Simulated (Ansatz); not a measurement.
CoO: band structure with LDA

The system is CoO.

```
Co O
1.0
     0.00000    2.13150    2.13150
     2.13150    0.00000    2.13150
     2.13150    2.13150    0.00000
Co O
1 1
Direct
  0.00000 0.00000 0.00000
  0.50000 0.50000 0.50000
```

- Program: Ansatz 0.2.0
- Task: band structure
- Functional: LDA
- Potentials or basis: all-electron LAPW, scalar-relativistic
- Cutoff: 359 eV (chosen from the basis error)
- Basis error allowed: 0.001 eV/atom
- k mesh: 11 × 11 × 11
- Occupations: fermi-dirac, width 0.05 eV
- Spin: collinear spin, ferromagnetic start
- Starting moments: [2.0, 0.0] μB

```
Pressure                : -19.3 GPa
Band gap along the path : none (metal or under the smearing width)
Net moment              : 2.88 μB per cell
Absolute moment         : 2.89 μB per cell
Site moments            : Co +2.52; O +0.34 μB
```

Levels at the corners of the path, in eV from the Fermi level:
Spin up:
| point | band 11 | band 12 | band 13 | band 14 | band 15 | band 16 | band 17 | band 18 |
| --- | --- | --- | --- | --- | --- | --- | --- | --- |
| Γ | -3.12 | -3.11 | -3.11 | -3.11 | 0.80 | 16.48 | 17.77 | 17.77 |
| X | -2.75 | -2.23 | -2.08 | -2.08 | 5.53 | 9.46 | 11.42 | 15.33 |
| W | -2.33 | -2.33 | -2.07 | -1.28 | 7.74 | 9.67 | 9.67 | 12.38 |
| K | -2.20 | -1.96 | -1.93 | -1.24 | 7.09 | 9.39 | 9.46 | 14.66 |
| Γ | -3.12 | -3.11 | -3.11 | -3.11 | 0.80 | 16.48 | 17.77 | 17.77 |
| L | -2.35 | -1.84 | 0.13 | 0.13 | 4.78 | 9.00 | 13.05 | 13.05 |
| U | -2.20 | -1.96 | -1.93 | -1.24 | 7.09 | 9.39 | 9.46 | 14.66 |
| W | -2.33 | -2.33 | -2.07 | -1.28 | 7.74 | 9.67 | 9.67 | 12.38 |
Spin down:
```csv
point,band 9,band 10,band 11,band 12,band 13,band 14
Γ,-2.74,-1.10,-1.10,-1.10,-0.39,-0.39
X,-3.99,-2.26,0.08,0.18,0.18,0.58
W,-5.23,-0.38,-0.38,0.18,0.47,1.21
K,-4.50,-1.04,0.02,0.18,0.73,1.20
Γ,-2.74,-1.10,-1.10,-1.10,-0.39,-0.39
L,-4.87,-0.11,-0.11,0.19,2.35,2.35
U,-4.50,-1.04,0.02,0.18,0.73,1.20
W,-5.23,-0.38,-0.38,0.18,0.47,1.21
```

It took 15 s on 2 threads of Arm Neoverse V2 (shared host), peak memory 0.43 GiB.

Caveat: a cell with one magnetic atom can't hold antiferromagnetic order, which such compounds often take; semilocal functionals often make such compounds metallic where correlation or magnetic order opens a gap, which also shifts bond lengths.
